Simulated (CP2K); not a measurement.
PbS, 2 atoms in the cell. The structure is cubic, space group Pm-3m (No. 221). The conventional cell has a = 3.654 Å, b = 3.654 Å, c = 3.654 Å, α = 90.00°, β = 90.00°, γ = 90.00°. Pb (site symmetry m-3m) is surrounded by 8 S at 3.16 Å. S (site symmetry m-3m) has 8 Pb at 3.16 Å as nearest neighbours. Measurements of this composition are mostly on another form, of space group No. 225.

| Quantity | Value |
| --- | --- |
| Program | CP2K 2026.2 |
| Task | band structure |
| Functional | r2SCAN |
| Potentials or basis | POTENTIAL_UZH Pb GTH-SCAN-q4, S GTH-SCAN-q6; TZVP-MOLOPT-SCAN-GTH basis |
| Density cutoff | 9184 eV |
| k mesh | 7 × 7 × 7 |
| Occupations | fermi-dirac, width 0.05 eV |
| Spin | no spin polarisation |
| SCF solver | diagonalisation with k points |
| Quickstep method | GPW |
| EPS_DEFAULT | 1.0E-9 |
| EPS_SCF | 1.0E-6 |
| MAX_SCF | 100 |
| SCF_GUESS | ATOMIC |
| k points reduced by the point group | yes |
| Mesh centred on Gamma | yes |
| CHOLESKY | OFF |
| EPS_EIGVAL | 1.0E-7 |
| MIXING METHOD | BROYDEN_MIXING |
| MIXING ALPHA | 0.4 |
| NBUFFER | 8 |
| NGRIDS | 5 |
| Basis sets | Pb TZVP-MOLOPT-SCAN-GTH-q4, S TZVP-MOLOPT-SCAN-GTH-q6 |
| Potentials | Pb GTH-SCAN-q4 of POTENTIAL_UZH, S GTH-SCAN-q6 of POTENTIAL_UZH |
| ADDED_MOS | [10] |
| Points a segment of the path (NPOINTS) | 8 |
| Bands added on the path | 6 |
| REL_CUTOFF (Ry) | 60 Ry |
| MIXING BETA (1/bohr) | 1.5 1/bohr |
| CUTOFF of the grids | 675 Ry |

Potentials or basis: POTENTIAL_UZH Pb GTH-SCAN-q4, S GTH-SCAN-q6; TZVP-MOLOPT-SCAN-GTH basis.

The run is started by

```sh
$ OMP_NUM_THREADS=1 cp2k.psmp -i pbs_bands.inp -o pbs_bands.out
```

Hardware: 1 thread of Arm Neoverse V2 (shared host).

Task: Estimate the wall time of this run.

Result: Wall time 17 s on 1 thread of Arm Neoverse V2, with other jobs on the host, peak memory 0.3 GiB. Counts: scf iterations 17, k points 20, basis 34, bands 15, force evaluations 1.
